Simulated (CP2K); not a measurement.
# PbSe (Clausthalite) (Fm-3m) in CP2K: single point with PBE

Aim: the single point of PbSe (Clausthalite) with PBE.

All numbers are computed with CP2K 2026.2; they aren't measurements. Logs are shortened: lines on timing, memory, paths and dates and some standing lists are left out, and cuts for length are marked.

**What was measured.**

From a printed reference work, monograph, for a bulk crystal of PbSe at 300 K: band gap 0.28 eV (direct).

The runs below are set against these values where they give the same quantity.

## (1) The crystal as given

The structure is cubic, space group Fm-3m (No. 225). Conventional cell: a = 6.121 Å, b = 6.121 Å, c = 6.121 Å, α = 90.00°, β = 90.00°, γ = 90.00°. Around Pb (site symmetry m-3m) lie 6 Se at 3.06 Å. Se (site symmetry m-3m) has 6 Pb at 3.06 Å as nearest neighbours.

## (2) Single point, PBE

Input file pbse_scf.inp:

```
&GLOBAL
  PROJECT pbse_scf
  RUN_TYPE ENERGY_FORCE
  PRINT_LEVEL LOW
&END GLOBAL
&FORCE_EVAL
  METHOD QS
  STRESS_TENSOR ANALYTICAL
  &DFT
    BASIS_SET_FILE_NAME BASIS_MOLOPT_UZH
    POTENTIAL_FILE_NAME POTENTIAL_UZH
    &MGRID
      CUTOFF 450
      REL_CUTOFF 60
      NGRIDS 4
    &END MGRID
    &QS
      METHOD GPW
      EPS_DEFAULT 1.0E-10
    &END QS
    &KPOINTS
      SCHEME MONKHORST-PACK 8 8 8
      GAMMA_CENTERED T
      SYMMETRY T
      SYMMETRY_BACKEND SPGLIB
    &END KPOINTS
    &SCF
      SCF_GUESS ATOMIC
      EPS_SCF 1.0E-6
      MAX_SCF 100
      ADDED_MOS 10
      CHOLESKY OFF
      EPS_EIGVAL 1.0E-7
      &DIAGONALIZATION ON
        ALGORITHM STANDARD
      &END DIAGONALIZATION
      &MIXING ON
        METHOD BROYDEN_MIXING
        ALPHA 0.4
        BETA 1.5
        NBUFFER 8
      &END MIXING
      &SMEAR ON
        METHOD GAUSSIAN
        SIGMA [eV] 0.05
      &END SMEAR
    &END SCF
    &XC
      &XC_FUNCTIONAL
        &GGA_X_PBE
        &END GGA_X_PBE
        &GGA_C_PBE
        &END GGA_C_PBE
      &END XC_FUNCTIONAL
    &END XC
    &PRINT
      &KPOINTS ON
      &END KPOINTS
      &MULLIKEN ON
      &END MULLIKEN
      &MO ON
        ENERGIES T
        OCCUPATION_NUMBERS T
        &EACH
          QS_SCF 0
        &END EACH
        ADD_LAST NUMERIC
      &END MO
    &END PRINT
  &END DFT
  &SUBSYS
    &CELL
      A 4.3284127397 0.0000000000 0.0000000000
      B 2.1642063698 3.7485153906 0.0000000000
      C 2.1642063698 1.2495051302 3.5341342028
      PERIODIC XYZ
    &END CELL
    &COORD
      SCALED
      Pb  0.0000000000 0.0000000000 0.0000000000
      Se  0.5000000000 0.5000000000 0.5000000000
    &END COORD
    &KIND Pb
      BASIS_SET TZVP-MOLOPT-PBE-GTH-q4
      POTENTIAL GTH-PBE-q4
    &END KIND
    &KIND Se
      BASIS_SET TZVP-MOLOPT-PBE-GTH-q6
      POTENTIAL GTH-PBE-q6
    &END KIND
    &PRINT
      &ATOMIC_COORDINATES ON
      &END ATOMIC_COORDINATES
      &CELL ON
      &END CELL
    &END PRINT
  &END SUBSYS
  &PRINT
    &FORCES ON
    &END FORCES
    &STRESS_TENSOR ON
    &END STRESS_TENSOR
  &END PRINT
&END FORCE_EVAL
```

Potentials or basis: POTENTIAL_UZH Pb GTH-PBE-q4, Se GTH-PBE-q6; TZVP-MOLOPT-PBE-GTH basis.

Command:

```bash
$ OMP_NUM_THREADS=1 cp2k.psmp -i pbse_scf.inp -o pbse_scf.out
```

pbse_scf.out:

```text

 CP2K| version string:                                       CP2K version 2026.2
 CP2K| Input file name                                              pbse_scf.inp

 GLOBAL| Force Environment number                                              1
 GLOBAL| Basis set file name                                    BASIS_MOLOPT_UZH
 GLOBAL| Potential file name                                       POTENTIAL_UZH
 GLOBAL| MM Potential file name                                     MM_POTENTIAL
 GLOBAL| Coordinate file name                                      __STD_INPUT__
 GLOBAL| Method name                                                        CP2K
 GLOBAL| Project name                                                   pbse_scf
 GLOBAL| Run type                                                   ENERGY_FORCE
 GLOBAL| FFT library                                                       FFTW3
[... 6 lines left out ...]
 GLOBAL| Total number of message passing processes                             1
 GLOBAL| Number of threads for this process                                    1
 GLOBAL| CPU model name                          AMD EPYC 9R45 96-Core Processor

 CELL| Volume [angstrom^3]:                                            57.341758
 CELL| Vector a [angstrom]:       4.328     0.000     0.000   |a| =     4.328413
 CELL| Vector b [angstrom]:       2.164     3.749     0.000   |b| =     4.328413
 CELL| Vector c [angstrom]:       2.164     1.250     3.534   |c| =     4.328413
 CELL| Angle (b,c), alpha [degree]:                                    60.000000
 CELL| Angle (a,c), beta  [degree]:                                    60.000000
 CELL| Angle (a,b), gamma [degree]:                                    60.000000
 CELL| Numerically orthorhombic:                                              NO
 CELL| Periodicity                                                           XYZ

 CELL_REF| Volume [angstrom^3]:                                        57.341758
 CELL_REF| Vector a [angstrom     4.328     0.000     0.000   |a| =     4.328413
 CELL_REF| Vector b [angstrom     2.164     3.749     0.000   |b| =     4.328413
 CELL_REF| Vector c [angstrom     2.164     1.250     3.534   |c| =     4.328413
 CELL_REF| Angle (b,c), alpha [degree]:                                60.000000
 CELL_REF| Angle (a,c), beta  [degree]:                                60.000000
 CELL_REF| Angle (a,b), gamma [degree]:                                60.000000
 CELL_REF| Numerically orthorhombic:                                          NO
 CELL_REF| Periodicity                                                       XYZ
[... 12 lines left out ...]
                             - Atoms:                                          2
                             - Shell sets:                                     2
                             - Shells:                                        14
                             - Primitive Cartesian functions:                  8
                             - Cartesian basis functions:                     36
                             - Spherical basis functions:                     34

  Maximum angular momentum of- Orbital basis functions:                        2
                             - Local part of the GTH pseudopotential:          0
                             - Non-local part of the GTH pseudopotential:      4

[... 109 lines left out ...]
  Self energy of the core charge distribution:                -27.02377452920984
  Core Hamiltonian energy:                                      5.89537251328602
  Hartree energy:                                              11.19052643245079
  Exchange-correlation energy:                                 -3.06790190080906
  Smearing free energy correction:                             -0.00000260387365
  Fermi energy:                                                 0.15654490025674

  Total energy:                                               -13.00578008812652
  Total energy (extrapolated to sigma->0):                    -13.00577878618969

 MO| EIGENVALUES AND OCCUPATION NUMBERS FOR K POINT 1
 MO|
 MO|  Index      Eigenvalue [a.u.]        Eigenvalue [eV]             Occupation
 MO|      1              -0.320848              -8.730723               2.000000
 MO|      2              -0.162012              -4.408562               2.000000
 MO|      3               0.089555               2.436916               2.000000
 MO|      4               0.089555               2.436916               2.000000
 MO|      5               0.132723               3.611585               2.000000
 MO|      6               0.188729               5.135573               0.000000
 MO|      7               0.226643               6.167271               0.000000
 MO|      8               0.226643               6.167271               0.000000
 MO|      9               0.459906              12.514677               0.000000
 MO|     10               0.535043              14.559261               0.000000
 MO|     11               0.535043              14.559262               0.000000
 MO|     12               0.609142              16.575605               0.000000
 MO|     13               0.723277              19.681369               0.000000
[... 277 lines left out ...]
 MO|      5               0.111886               3.044574               2.000000
 MO|      6               0.213687               5.814726               0.000000
 MO|      7               0.267790               7.286944               0.000000
 MO|      8               0.311591               8.478822               0.000000
 MO|      9               0.418271              11.381722               0.000000
 MO|     10               0.547644              14.902153               0.000000
 MO|     11               0.579611              15.772023               0.000000
 MO|     12               0.627769              17.082474               0.000000
 MO|     13               0.644055              17.525616               0.000000
 MO|     14               0.760284              20.688382               0.000000
 MO|     15               0.776034              21.116954               0.000000
 MO| Sum:                                                              10.000000
 MO| E(Fermi):            0.156545 a.u.          4.259803 eV
 MO| Band gap:            0.101801 a.u.          2.770152 eV

 [... the levels of further k-points ...]

 !-----------------------------------------------------------------------------!
                     Mulliken Population Analysis

 #  Atom  Element  Kind  Atomic population                           Net charge
       1     Pb       1          3.442343                              0.557657
       2     Se       2          6.557657                             -0.557657
 # Total charge                             10.000000                 -0.000000

 !-----------------------------------------------------------------------------!

 ENERGY| Total FORCE_EVAL ( QS ) energy [hartree]            -13.005780109828793

 FORCES| Atomic forces [hartree/bohr]
 FORCES|   Atom     x               y               z               |f|
 FORCES|      1 -1.55121083E-15  1.51770100E-17  3.74739799E-16   1.59590580E-15
 FORCES|      2  3.73990759E-15  2.27245721E-15 -3.48661744E-14   3.51397366E-14
 FORCES| Sum     2.18869675E-15  2.28763422E-15 -3.44914346E-14
 FORCES| Total atomic force                                       3.46364363E-14

 STRESS| Analytical stress tensor [bar]
 STRESS|                        x                   y                   z
 STRESS|      x        2.94756472491E+04  -3.27013979432E-02  -2.61705811196E-02
 STRESS|      y       -3.27013979432E-02   2.94756870513E+04  -1.42914892993E-02
 STRESS|      z       -2.61705811196E-02  -1.42914892993E-02   2.94756936571E+04
 STRESS| 1/3 Trace                                             2.94756759858E+04
 STRESS| Determinant                                           2.56089234273E+13

 STRESS| Eigenvectors and eigenvalues of the analytical stress tensor [bar]
 STRESS|                        1                   2                   3
 STRESS| Eigenvalues   2.94756172359E+04   2.94757050143E+04   2.94757057073E+04
 STRESS|      x           0.812851444674      0.062580318634     -0.579099501477
 STRESS|      y           0.455143736230     -0.688658081143      0.564441517472
 STRESS|      z           0.363478621465      0.722380613663      0.588259756181
```

Wall time 11 s (1 thread of AMD EPYC 9R45 (Zen 5), shared host); peak memory 0.36 GiB.

What came out:

```yaml
Free_energy: -353.9053 eV
Pressure: 2.9 GPa
Band_gap_on_the_k_mesh: 0.14 eV, direct
Mulliken_charges: Pb +0.56; Se -0.56 e
```

Caveat: Mulliken charges move with the basis; spin-orbit coupling is left out, which as a rule narrows the gap of such compounds by several tenths of an eV; the basis of atomic orbitals isn't converged, which shifts pressures, moduli and gaps.

## (3) Against experiment

Step 2. A measured gap of PbSe is 0.28 eV (direct; 300 K; a printed reference work, monograph); the calculated 0.14 eV misses it by -0.14 eV. 2 values of this kind are on record (0.15 to 0.28 eV); this one was drawn at random. Spin-orbit coupling on Pb, Se is left out. The value is that of PBE in an atomic basis (POTENTIAL_UZH Pb GTH-PBE-q4, Se GTH-PBE-q6; TZVP-MOLOPT-PBE-GTH basis), whose error adds to the functional's, on a finite k mesh, which can miss the band edges, without temperature or zero-point motion. Semilocal functionals fall short of measured gaps as a rule.
